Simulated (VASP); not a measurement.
Set up this calculation in VASP 6.6.1, as the native input.

* Task: relaxation of cell and atoms
* Functional: PBE
* Dispersion: D3
* Potentials or basis: VASP PAW PBE potentials, release 64 (Mn_pv)
* Cutoff: 600 eV
* k mesh: 9 × 9 × 9
* Occupations: fermi-dirac, width 0.1 eV
* Spin: collinear spin, ferrimagnetic start
* Starting moments: [4.0, -2.0] μB
* Hubbard terms: Mn d U = 5 eV, J = 1.0 eV
* LDAUTYPE: 2
* Hund's J: 1
* Supercell matrix: [0, 1, 1, 1, 0, 1, 1, 1, 0]
* Further INCAR settings: ALGO = Fast; EDIFF = 1e-07; IBRION = 2; EDIFFG = -0.005; NSW = 60; ISIF = 3

The structure of Mn lies in POSCAR:

```
Mn
1.0
    3.0393597604      0.0000000000      0.0000000000
    0.0000000000      3.0393597604      0.0000000000
    0.0000000000      0.0000000000      3.0393597604
Mn
2
Direct
    0.0000000000      0.0000000000      0.0000000000
    0.5000000000      0.5000000000      0.5000000000
```

This isn't the form of Mn at room conditions, which is a 58-atom cubic cell.

The cell isn't the ideal one: volume scaled by 0.96.

One way to write it, as run:

INCAR

```
PREC = Accurate
ENCUT = 600
EDIFF = 1E-7
ISMEAR = -1
SIGMA = 0.1
LREAL = False
LASPH = True
NELM = 100
ALGO = Fast
ISIF = 3
LWAVE = False
LCHARG = False
ISPIN = 2
MAGMOM = 4 -2
LORBIT = 11
LMAXMIX = 4
LDAU = True
LDAUTYPE = 2
LDAUL = 2
LDAUU = 5
LDAUJ = 1
LDAUPRINT = 1
GGA = PE
IVDW = 11
IBRION = 2
NSW = 60
EDIFFG = -0.005
```

KPOINTS

```
regular mesh
0
Gamma
  9 9 9
```

Potentials or basis: VASP PAW PBE potentials, release 64 (Mn_pv).

Run with:

```console
$ cat potpaw_PBE.64/Mn_pv/POTCAR > POTCAR
$ mpirun -np 1 vasp_std > vasp.out
```

Results of the run:

```json
{"Relaxed volume": "17.16 Å³/atom", "Relaxed cell": "a = 3.250 Å, b = 3.250 Å, c = 3.250 Å, α = 90.00°, β = 90.00°, γ = 90.00°", "Space group after relaxing (to 0.05 Å)": "Im-3m (No. 229)", "Energy gained by relaxing": "407.3 meV/atom", "Ionic steps": "5", "Pressure after relaxing": "0.0 GPa", "Band gap on the k mesh": "none (metal or under the smearing width)", "Net moment": "0.00 μB per cell", "Site moments": "Mn +4.38, -4.38 μB", "Valence electrons inside the program's atomic spheres": "Mn 11.39", "Dispersion energy per atom": "-0.369 eV"}
```

Caveat: pairwise dispersion overbinds metals, which lowers pressure and volume; the U is typed as a test and isn't derived for this compound.

Run time: 85 s on 1 thread of Intel(R) Xeon(R) Platinum 8559C (Emerald Rapids), on a shared host, peak memory 0.18 GiB.
